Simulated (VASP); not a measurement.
The system is Sr.

```
Sr
1.0
     0.00000    3.04235    3.04235
     3.04235    0.00000    3.04235
     3.04235    3.04235    0.00000
Sr
1
Direct
  0.00000 0.00000 0.00000
```

Base run:

| Quantity | Value |
| --- | --- |
| Program | VASP 6.6.1 |
| Functional | vdW-DF |
| Potentials or basis | VASP PAW PBE potentials, release 64 (Sr_sv) |
| Cutoff | 500 eV |
| k mesh | 8 × 8 × 8 |
| Occupations | gaussian, width 0.05 eV |
| Spin | no spin polarisation |

Its results: band gap on the k mesh none (metal or under the smearing width); pressure -0.2 GPa.

Task: The run is repeated on the same cell with these changes: functional from vdW-DF to PBEsol; cutoff from 500 eV to 520 eV; further incar settings from ALGO = Fast; EDIFF = 1.00e-06 to ALGO = Normal; EDIFF = 1.00e-06; NBANDS = 11. What comes out?

Result: Band gap on the k mesh none (metal or under the smearing width); pressure -0.9 GPa.

Caveats: the PAW data sets were made with another functional, which shifts forces and pressure a little.
